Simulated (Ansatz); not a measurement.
**CuCl (F-43m): equation of state and elastic constants**

The task here is to estimate one member of a computed series from the others.

Method: DFT r²SCAN, scalar-relativistic, plane waves, PAW, in Ansatz 0.2.0.

3 further runs of the same task are left out: 2 that didn't finish, 1 set aside as unsound or not needed.

### The starting structure

The structure is cubic, space group F-43m (No. 216). The conventional cell has a = 5.356 Å, b = 5.356 Å, c = 5.356 Å, α = 90.00°, β = 90.00°, γ = 90.00°. Around Cu (site symmetry -43m) lie 4 Cl at 2.32 Å. Around Cl (site symmetry -43m) lie 4 Cu at 2.32 Å.

As a file:

```cif
data_structure
_symmetry_space_group_name_H-M 'P 1'
_symmetry_Int_Tables_number 1
_cell_length_a 3.7876
_cell_length_b 3.7876
_cell_length_c 3.7876
_cell_angle_alpha 60.000
_cell_angle_beta 60.000
_cell_angle_gamma 60.000
_cell_volume 38.42
loop_
_atom_site_label
_atom_site_type_symbol
_atom_site_fract_x
_atom_site_fract_y
_atom_site_fract_z
_atom_site_occupancy
Cu1 Cu 0.00000 0.00000 0.00000 1
Cl1 Cl 0.75000 0.75000 0.75000 1
```

An earlier run at r²SCAN left this cell at 19.211 Å³/atom and 0.02 GPa (12×12×12 mesh).

Volume factors to run: 0.980, 1.020, 0.960, 1.040, 1.070.

Set-up of the first run:

input.yaml

```yaml
crystal:
  lattice:
    - [0.0, 2.660268113, 2.660268113]
    - [2.660268113, 0.0, 2.660268113]
    - [2.660268113, 2.660268113, 0.0]
  atoms:
    - { symbol: Cu, position: [0.0, 0.0, 0.0] }
    - { symbol: Cl, position: [0.75, 0.75, 0.75] }
basis:
  ecutwfc: 500
  ecutrho_ratio: 4
kpoints:
  mp_grid: { grid: [12, 12, 12] }
hamiltonian:
  xc: r2scan
scf:
  occupations: { method: gaussian, width: 0.05 }
output:
  forces: true
  stress: true
  eigenvalues: true
```

Command:

```
ansatz run input.yaml --threads 4 --pin off --max-ram 7168MiB --backend cpu --events-out ev --progress --plain --runs-dir out
```

Among the steps run: Scaling the volume by 0.980; At 1.020 of the relaxed volume; Scaling the volume by 0.960; Volume × 1.040; Volume × 1.070.

One table of the session follows, with a row left open; its other results are not shown here.

It belongs to the step «The fit». 

| volume (Å³/atom) | energy (meV/atom) | pressure (GPa) | gap (eV) |
| --- | --- | --- | --- |
| 18.443 | 6.03 | 2.60 | 1.06 |
| 18.827 | 1.47 | 1.23 | 1.02 |
| 19.211 | 0.00 | 0.02 | 0.97 |
| 19.595 | 1.26 | -1.05 | 0.93 |
| 19.979 | ? | ? | ? |
| 20.556 | 14.42 | -3.23 | 0.84 |

Q: Estimate the row for volume (Å³/atom) = 19.979 from the others.

Worked estimate for «energy (meV/atom)». A straight line through the neighbours (19.595, 1.26) and (20.556, 14.42) gives 1.26 + (14.42 − 1.26) × (19.979 − 19.595) / (20.556 − 19.595) = 6.52; a parabola fitted to 3 rows on both sides gives 4.80.

**Answer.** energy (meV/atom): 4.95; pressure (GPa): -2.00; gap (eV): 0.89. In «energy (meV/atom)» the line misses by +1.57 and the parabola by -0.15.
